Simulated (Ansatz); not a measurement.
# BP: the cost of one run

Program: Ansatz 0.2.0. Level of theory: DFT PBEsol, scalar-relativistic, plane waves, PAW. These are calculated values, not measurements.

3 further runs of the same task are left out: 3 set aside as unsound or not needed.

### 1 The system as given

It takes space group F-43m (No. 216, cubic). Conventional cell: a = 4.520 Å, b = 4.520 Å, c = 4.520 Å, α = 90.00°, β = 90.00°, γ = 90.00°. B (site symmetry -43m) has 4 P at 1.96 Å as nearest neighbours. P (site symmetry -43m) has 4 B at 1.96 Å as nearest neighbours.

As a file:

```xyz
2
Lattice="0.0000 2.2601 2.2601 2.2601 0.0000 2.2601 2.2601 2.2601 0.0000" Properties=species:S:1:pos:R:3 pbc="T T T"
B     0.0000    0.0000    0.0000
P     3.3901    3.3901    3.3901
```

It is the result of an earlier relaxation at this level (volume 11.54 Å³/atom; gap on the mesh: 1.12 eV).

### 2 The cell under 4 GPa

At a set pressure the run lowers the enthalpy E + PV, so the energy alone may rise along the way.

input.yaml reads:

```yaml
crystal:
  lattice:
    - [0.0, 2.2600863866, 2.2600863866]
    - [2.2600863866, 0.0, 2.2600863866]
    - [2.2600863866, 2.2600863866, 0.0]
  atoms:
    - { symbol: B, position: [0.0, 0.0, 0.0] }
    - { symbol: P, position: [0.75, 0.75, 0.75] }
basis:
  ecutwfc: 420
kpoints:
  mp_grid: { grid: [10, 10, 10] }
hamiltonian:
  xc: pbesol
scf:
  occupations: { method: fixed }
output:
  forces: true
  stress: true
  eigenvalues: true
relax:
  adjacent_minimum: "off"
  f_tol: 0.001
  max_steps: 60
  cell: { stress_tol: 0.02, p_target: 4.0 }
```

Run with:

```
ansatz run input.yaml --threads 1 --pin off --max-ram 3072MiB --backend cpu --events-out ev --progress --plain --runs-dir out
```

Q: Estimate wall time and peak memory on 1 thread of Intel Xeon Platinum 8488C (Sapphire Rapids), shared host.

About 11 s, with a peak of 0.34 GiB.
